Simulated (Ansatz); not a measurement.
**TlBr: a single-point run**

The task is a single-point run on TlBr. The structure is shown as the input types it.

Program: Ansatz 0.2.0. Level of theory: density functional or hybrid calculation with the settings of its input, plane waves. These are calculated values, not measurements.

2 further runs of the same task are left out: 2 that didn't finish.

## Step 1: The system as given

It takes space group Pm-3m (No. 221, cubic). The conventional cell has a = 3.946 Å, b = 3.946 Å, c = 3.946 Å, α = 90.00°, β = 90.00°, γ = 90.00°. Around Tl (site symmetry m-3m) lie 8 Br at 3.42 Å. Br (site symmetry m-3m) is surrounded by 8 Tl at 3.42 Å.

Structure file:

```xyz
2
Lattice="3.9462 0.0000 0.0000 0.0000 3.9462 0.0000 0.0000 0.0000 3.9462" Properties=species:S:1:pos:R:3 pbc="T T T"
Tl    0.0000    0.0000    0.0000
Br    1.9731    1.9731    1.9731
```

## Step 2: The run

input.yaml reads:

```yaml
crystal:
  lattice:
    - [3.9461933165, 0.0, 0.0]
    - [0.0, 3.9461933165, 0.0]
    - [0.0, 0.0, 3.9461933165]
  atoms:
    - { symbol: Tl, position: [0.0, 0.0, 0.0] }
    - { symbol: Br, position: [0.5, 0.5, 0.5] }
kpoints:
  mp_grid: { grid: [4, 4, 4] }
hamiltonian:
  xc: r2scan
scf:
  occupations: { method: gaussian, width: 1.5 }
  n_extra_bands: 4
output:
  forces: true
  stress: true
  eigenvalues: true
```

Command:

```bash
$ ansatz run input.yaml --threads 4 --pin off --max-ram 3686MiB --backend cpu --events-out ev --progress --plain --runs-dir out
```

**Question.** How will this run end, and is anything wrong with its input?

The run converged and reported no error. Convergence says nothing about whether the input makes sense.

In the input, scf.occupations.width is 1.5. Occupations are smeared over electronvolts, wider than many features of the bands.

To check: set scf.occupations.width to 0.5.
